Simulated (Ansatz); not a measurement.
## Zr: frozen-core PAW against all-electron methods

```
CELL_PARAMETERS angstrom
3.19545 0.00000 0.00000
-1.59773 2.76734 0.00000
0.00000 0.00000 5.10232
ATOMIC_POSITIONS crystal
Zr 0.33333 0.66667 0.25000
Zr 0.66667 0.33333 0.75000
```

Atom numbers follow the list: Zr1, Zr2.

Structure from Materials Project entry mp-131 (possibly hypothetical), not relaxed further. The listed cell was then made from it by scaling, straining or moving an atom.

All numbers are computed: DFT, PBE, PAW with Ansatz's default frozen-core files, scalar-relativistic (Ansatz 0.2.0); DFT, PBE, all-electron PAW with datasets made for the crystal, scalar-relativistic (Ansatz 0.2.0); DFT, PBE, all-electron LAPW, scalar-relativistic (Ansatz 0.2.0).

For PAW: a Γ-centred 12×12×7 k mesh, Fermi–Dirac smearing of 0.05 eV, cutoff 420 eV, no spin polarisation. The crystal-made all-electron datasets (AE datasets) take a cutoff of 240 eV at this cell. LAPW targets a basis error of 1 meV/atom. The Ansatz runs share mesh, smearing and spin set-up. Plane-wave (PAW) pressures include the program's estimate of the Pulay term.

Stress and pressure are positive in compression.

The change that made this cell: volume scaled by 0.96.

Spin–orbit coupling is left out, which moves gradients at and beside heavy atoms by some per cent and at worst by a factor of two.

In a metal, gradients converge slowly with the k mesh: the values move by tens of per cent from one mesh to another, at times in sign, so only the comparison on one mesh counts.

| quantity | PAW | AE datasets | LAPW |
| --- | --- | --- | --- |
| pressure (GPa) | 3.64 | 3.67 | 3.67 |
| stress xx (GPa) | 3.44 | 3.46 | 3.46 |
| stress zz (GPa) | 4.05 | 4.07 | 4.07 |
| field gradient Vzz at Zr1 (10²¹ V/m²) | 4.27 | 4.26 | – |
